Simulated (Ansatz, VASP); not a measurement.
# Two plane-wave programs on Ge

The input INCAR:

```
SYSTEM = Ge
  PREC = Accurate
  ENCUT = 600
  EDIFF = 1E-7
  ISMEAR = -1
  SIGMA = 0.05
  LREAL = .False.
  LASPH = .True.
  NELM = 100
  ALGO = Normal
  ISIF = 3
  LWAVE = .False.
  LCHARG = .False.
  GGA = PE
  IVDW = 12
  IBRION = 2
  NSW = 40
  EDIFFG = -0.02
```

Contents of KPOINTS:

```
Automatic mesh
0
Gamma
  8 8 8
  0 0 0
```

The input POSCAR:

```
Ge
1.0
    0.0000000000      2.8289100000      2.8289100000
    2.8289100000      0.0000000000      2.8289100000
    2.8289100000      2.8289100000      0.0000000000
Ge
2
Direct
    0.7500000000      0.7500000000      0.7500000000
    0.5000000000      0.5000000000      0.5000000000
```

The input input.yaml:

```yaml
crystal:
  lattice:
    - [0.0, 2.82891, 2.82891]
    - [2.82891, 0.0, 2.82891]
    - [2.82891, 2.82891, 0.0]
  atoms:
    - { symbol: Ge, position: [0.75, 0.75, 0.75] }
    - { symbol: Ge, position: [0.5, 0.5, 0.5] }
hamiltonian:
  xc: pbe
  pseudopotentials: { kind: paw }
  dispersion: d3bj
kpoints:
  mp_grid: { grid: [8, 8, 8] }
scf:
  occupations: { method: fermi_dirac, width: 0.05 }
output:
  forces: true
  stress: true
relax:
  f_tol: 0.01
  max_steps: 40
  cell: { stress_tol: 0.05 }
```

Alike in both runs: task relaxation of cell and atoms; functional PBE; dispersion D3(BJ); k mesh 8 × 8 × 8; occupations fermi-dirac, width 0.05 eV; no spin polarisation.

```csv
,VASP,Ansatz
version,VASP 6.6.1,Ansatz 0.2.0
potentials or method,"VASP PAW PBE potentials, release 64 (Ge_d)",Ansatz PAW
plane-wave cutoff (eV),600,420
valence electrons in the cell,28,28
```

|  | VASP | Ansatz | Ansatz less VASP |
| --- | --- | --- | --- |
| relaxed volume (Å³/atom) | 23.15 | 23.15 | -0.001 |
| relaxed cell length with the largest relative difference (Å) | 4.031 | 4.031 | 0.0000 |
| energy change over the relaxation (meV/atom) | -2 | -2 | -0.1 |

Caveats: pairwise dispersion overbinds metals, which lowers pressure and volume (VASP); the plane-wave basis is chosen anew once the cell has moved, so the energies of steps on either side of that aren't comparable (Ansatz). Zero-point motion and thermal expansion aren't in these numbers.
